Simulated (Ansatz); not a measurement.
# What a trial cell of Rb relaxes into

These are results of DFT PBE, scalar-relativistic, plane waves, PAW (Ansatz 0.2.0), not measurements. Cutoff 420 eV, Γ-centred k mesh, Gaussian smearing, no spin polarisation in the final step.

The start is a random cell of Rb without symmetry, drawn with lower limits on the distances.

```
CELL_PARAMETERS angstrom
7.90116 0.00000 0.00000
-0.57976 9.49611 0.00000
1.44938 3.14099 6.10271
ATOMIC_POSITIONS crystal
Rb 0.37974 0.43805 0.28952
Rb 0.77039 0.64052 0.21497
Rb 0.16361 0.98275 0.16220
Rb 0.80894 0.08584 0.95260
```

Cell and atoms relax at zero pressure; the relaxation can't lower the symmetry of the start. After a coarse first stage the cell is made exact in the group found at 0.06 Å.

Question: What does it relax into?

Answer: It ends in I4/mmm (No. 139). The result has the indium (bct) structure. Conventional cell: a = 5.088 Å, c = 7.067 Å. Around Rb lie 12 Rb at 5.04–5.09 Å.

```cif
data_structure
_symmetry_space_group_name_H-M 'I4/mmm'
_symmetry_Int_Tables_number 139
_cell_length_a 5.0879
_cell_length_b 5.0879
_cell_length_c 7.0665
_cell_angle_alpha 90.000
_cell_angle_beta 90.000
_cell_angle_gamma 90.000
_cell_volume 182.93
loop_
_atom_site_label
_atom_site_type_symbol
_atom_site_symmetry_multiplicity
_atom_site_Wyckoff_symbol
_atom_site_fract_x
_atom_site_fract_y
_atom_site_fract_z
_atom_site_occupancy
Rb1 Rb 2 a 0.00000 0.00000 0.00000 1
```

Question: What are its volume, density and gap?

Answer: The volume per atom is 91.47 Å³. The density is 1.55 g/cm³. The gap on the 10×6×6 mesh is 0 eV (a metal).

The final run used a 10×6×6 mesh on its 4-atom cell and 0.10 eV smearing. A structure relaxed within its symmetry needn't be a true minimum.